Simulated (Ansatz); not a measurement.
## Dielectric response of BN (110) films: cost of one run

Ansatz 0.2.0; plane-wave DFT, r2SCAN, Ansatz PAW. The cell holds 10 atoms.

input.yaml reads:

```yaml
crystal:
  lattice:
    - [2.55619101, 0.0, 0.0]
    - [0.0, 3.615, 0.0]
    - [0.0, 0.0, 23.112382028]
  atoms:
    - { symbol: B, position: [0.5, 0.5444245761, 0.3987532627] }
    - { symbol: "N", position: [0.0, 0.7272618739, 0.3896027301] }
    - { symbol: B, position: [0.0, -0.0052410973, 0.4425490885] }
    - { symbol: "N", position: [0.5, 0.2381689952, 0.4435317243] }
    - { symbol: B, position: [0.5, 0.495885528, 0.4999999999] }
    - { symbol: "N", position: [0.0, 0.7448857824, 0.5000000001] }
    - { symbol: B, position: [0.0, -0.0052410986, 0.5574509114] }
    - { symbol: "N", position: [0.5, 0.238168994, 0.5564682758] }
    - { symbol: B, position: [0.5, 0.5444245744, 0.6012467373] }
    - { symbol: "N", position: [0.0, 0.727261872, 0.61039727] }
kpoints:
  mp_grid: { grid: [10, 8, 1] }
hamiltonian:
  xc: r2scan
scf:
  occupations: { method: fixed }
  convergence: { dr2_threshold: 1.0e-10 }
efield:
  axis: 3
  dipole_correction: true
  ramp_position: 0.97
  ramp_width: 0.06
  amplitude: -0.05
relax:
  f_tol: 0.0006
  max_steps: 70
output:
  write_potential: true
  write_density: true
  volumetric_format: npy
```

Command:

```
$ ansatz run input.yaml --threads 4 --pin off --max-ram 12288MiB --backend cpu --events-out ev --progress --plain --runs-dir out
```

The cutoff in use is 500 eV. For reference, a run of the same kind (16 atoms, 30 k-points, 48 bands and 6,335 plane waves; 67 SCF cycles) took 2.4 min and 1.3 GiB on the same hardware.

What time and memory should one allow on 4 threads of Arm Neoverse V1, shared host?

A cutoff of 500 eV is a sphere of radius 11.5 Å⁻¹, so a cell of 214 Å³ holds about V·G³/6π² = 5,422 plane waves. At two electrons a band, the 40 electrons need 20 bands, and 10 more are carried. Symmetry cuts the 10×8×1 mesh from 80 to 30 points. The run has 30 k-points, 30 bands and 5,425 plane waves. Taking the work of a cycle as k-points × spins × bands × plane waves, that is 0.54 times the reference, or 79 s at the reference's 67 cycles. The run needed 37 SCF cycles over 5 ionic steps, which makes it about 43 s. One copy of the wavefunctions takes 0.073 GiB at 16 bytes a coefficient, against 0.14 GiB in the reference; grids, projectors and work arrays come on top. Measured: about 52 s, with a peak of 0.94 GiB. The estimate holds within 25 %.

[Logs are printed without paths, hosts, clocks, repeated set-up lines and the standing remarks that a program may print on its own settings, such as how far it seeks lower states.]

[Hosts, paths, dates, database ids (printed as entryN), source tags and the programs' standing remarks are cut or masked in the printed files.]

[Maps of the electrostatic potential energy from Ansatz leave out the sawtooth potential of an applied field or a dipole correction, so their vacuum need not be flat; planar profiles and work functions include it.]
